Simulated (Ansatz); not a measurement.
## Which way does BaO + ZnS ⇌ BaS + ZnO run?

Plane-wave DFT in Ansatz with scalar-relativistic PAW potentials, cutoff 420 eV, Γ-centred meshes chosen by cell and gap, Gaussian smearing with energies taken to zero width. Every cell was relaxed (cell and atoms) in a run of its own, within the symmetry of its start. Functional: PBEsol.

Total energies hold large constants for each element; a whole number of eV per atom of each element is taken off below, which cancels in a balanced reaction.

| compound | lowest structure computed | structures tried | V (Å³/atom) | gap on mesh (eV) | E (eV per formula unit, common shift removed) |
| --- | --- | --- | --- | --- | --- |
| BaO | Fm-3m | 2 | 20.69 | 1.84 | -5.0888 |
| ZnS | F-43m | 4 | 19.21 | 2.09 | -1.4405 |
| BaS | Fm-3m | 3 | 31.73 | 2.04 | -3.7981 |
| ZnO | P6_3mc | 4 | 11.78 | 0.70 | -3.1290 |

Problem. Work out the reaction energy at 0 K.

Solution. ΔE = E(BaS) + E(ZnO) − E(BaO) − E(ZnS) = -0.398 eV, or -38 kJ per mole of reaction (-99 meV/atom). The right side is lower: Ba takes S and Zn takes O. Pauling's electronegativities (Ba 0.89, Zn 1.65; O 3.44, S 2.58) would pair Ba with O, the most ionic bond; the result goes the other way, so matching of sizes, lattice energies or covalent bonding outweigh it. All four are computed as solids; where they are solids at ordinary conditions entropy changes little. A lower structure that wasn't tried would shift the value, and mixed crystals may lie lower than either side.

Spin-orbit coupling is left out, which matters for the bands of heavy elements.